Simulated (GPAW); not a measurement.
Runs of GPAW 26.7.0 on TaN. It takes space group P-6m2 (No. 187, hexagonal). The conventional cell has a = 2.938 Å, b = 2.938 Å, c = 2.883 Å, α = 90.00°, β = 90.00°, γ = 120.00°. Ta (site symmetry -6m2) has 6 N at 2.23 Å as nearest neighbours. Around N (site symmetry -6m2) lie 6 Ta at 2.23 Å. 

| task | level | potentials or basis | cell | k mesh | cutoff (eV) | maxiter | optimizer | fmax | max steps | convergence | gap on the mesh (eV) | pressure (GPa) | relaxed volume (Å³/atom) |
| --- | --- | --- | --- | --- | --- | --- | --- | --- | --- | --- | --- | --- | --- |
| relaxation of cell and atoms | PBEsol+D4 | PAW data sets generated in the run's folder for this functional, pw | relaxed | 9 × 9 × 8 | 800 | 150 | BFGS | 0.02 eV/Å | 60 | density=1e-05 forces=0.0001 | none | 0.0 | 10.54 |
| relaxation of cell and atoms | PBEsol+D3(BJ) | PAW data sets generated in the run's folder for this functional, pw | relaxed | 9 × 9 × 8 | 800 | 150 | BFGS | 0.02 eV/Å | 60 | density=1e-05 forces=0.0001 | none | -0.1 | 10.42 |
| relaxation of cell and atoms | PBEsol+D3 | PAW data sets generated in the run's folder for this functional, pw | relaxed | 9 × 9 × 8 | 800 | 150 | BFGS | 0.02 eV/Å | 60 | density=1e-05 forces=0.0001 | none | 0.0 | (a) |
| single point | PBE | GPAW PAW data sets (gpaw-data 1.2.1), pw | as given | 8 × 8 × 7 | 600 | 120 | - | - | - | default | none | -1.1 | - |
| relaxation of cell and atoms | PBEsol+D3(BJ)+ATM | PAW data sets generated in the run's folder for this functional, pw | relaxed | 9 × 9 × 8 | 800 | 150 | BFGS | 0.02 eV/Å | 60 | density=1e-05 forces=0.0001 | none | -0.1 | 10.47 |
| relaxation of cell and atoms | PBEsol | PAW data sets generated in the run's folder for this functional, pw | relaxed | 9 × 9 × 8 | 800 | 150 | BFGS | 0.02 eV/Å | 60 | density=1e-05 forces=0.0001 | none | 0.0 | (b) |

Alike in all rows: no spin polarisation; smearing fermi-dirac 0.05 eV.

Task: Estimate the missing entries.

Result: (a) 10.50; (b) 10.62.

Caveats: later steps reuse the first step's grids (some runs); pairwise dispersion overbinds metals, which lowers pressure and volume (some runs); the cutoff is short for stress and forces, so pressures can be off by a GPa or more (some runs).

A k mesh can miss the band edges, and the runs leave out spin-orbit coupling on Ta.

A gap of «none» marks a metal or a gap under the smearing width.
